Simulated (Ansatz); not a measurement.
**What DFT gives for CuI**

```
Cu I
1.0
     5.80063    0.38825   -0.52631
     0.27315    5.95231    1.54603
     1.11239   -0.71120    6.43801
Cu I
4 4
Direct
  0.63671 0.59389 0.91810
  0.27253 0.21973 0.23879
  0.90239 0.66705 0.48913
  0.41219 0.52821 0.52593
  0.92022 0.13267 0.61597
  0.11725 0.69614 0.03889
  0.79153 0.11703 0.11917
  0.41230 0.07558 0.80861
```

Single point in Ansatz 0.2.0 with r2SCAN, with U_eff = 5.59 eV on Cu d (all-electron-ortho-atomic projectors), no spin polarisation. Cutoff 500 eV, PAW datasets, 3×3×3 (shifted by 0.5, 0.5, 0.5 steps) k mesh, fermi-dirac filling (width 0.0423 eV).

Question: Describe some of the short contacts.

Answer: Cu–Cu at 3.04 Å: least valence density 0.11 e/Å³ and ELF 0.20 there. Cu–I at 3.11 Å: least valence density 0.15 e/Å³ and ELF 0.14 there. I–I at 3.16 Å: least valence density 0.22 e/Å³ and ELF 0.24 there. Both are smooth PAW fields, read partly inside the augmentation spheres.

Question: Is the cell too large or too small?

Answer: The pressure is -1.1 GPa (compression positive), so with the atoms held at these fractions the cell would first shrink; the forces are large, so a full relaxation may end otherwise. The principal stresses -1.8, -1.3, -0.3 GPa differ, so its shape would change too.

Question: Which element gives electrons and which takes them?

Answer: Bader charges in e: Cu +0.13 to +0.40, I -0.40 to -0.18. In the mean Cu gives up most and I takes most.

Question: Is there a gap?

Answer: It is a metal, with about 4.9 states/eV a cell as the mean within 0.25 eV of the Fermi level, mostly I p (64 %) and Cu s (29 %).

Origin: a disordered cell, so it need not be a known compound. Caveats: the k mesh is coarse if the cell is a metal; a Hubbard term without moments, so a magnetic state may lie lower; atoms or cell far from equilibrium.
